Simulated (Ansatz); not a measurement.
The system is TiNi.

```
CELL_PARAMETERS angstrom
2.98807 0.00000 0.00000
0.00000 2.98807 0.00000
0.00000 0.00000 2.98807
ATOMIC_POSITIONS crystal
Ni 0.00000 0.00000 0.00000
Ti 0.50000 0.50000 0.50000
```

The cell comes from a database or a generator and needn't be the stable form of this composition.

| Property | Result |
| --- | --- |
| Program | Ansatz 0.2.0 |
| Task | relaxation of cell and atoms |
| Functional | PBE |
| Dispersion | D3(BJ) |
| Potentials or basis | all-electron LAPW, scalar-relativistic |
| Basis error allowed | 0.001 eV/atom |
| k mesh | 9 × 9 × 9 |
| Occupations | fermi-dirac, width 0.05 eV |
| Spin | collinear spin, ferromagnetic start |
| Starting moments | [1.0, 1.0] μB |

At the start: volume 13.34 Å³/atom.

Task: How do energy, volume and symmetry change on relaxing?

Result: Over 4 steps the energy falls by 2.5 meV/atom and the volume is 13.09 Å³/atom (-1.9 %); space group Pm-3m (No. 221, to 0.05 Å); moment 0.00 μB per cell.

Step by step:
```
step  energy change (eV)  largest force (eV/Å)  volume (Å³)
   1              0.0000                0.0000        26.68
   2             -0.0051                0.0000        26.19
   3             -0.0051                0.0000        26.17
   4             -0.0051                0.0000        26.17
```

Final structure:
```
Ni Ti
1.0
     2.96909    0.00000    0.00000
     0.00000    2.96909    0.00000
     0.00000    0.00000    2.96909
Ni Ti
1 1
Direct
  0.00000 0.00000 0.00000
  0.50000 0.50000 0.50000
```

Caveat: the starting moments weren't kept.
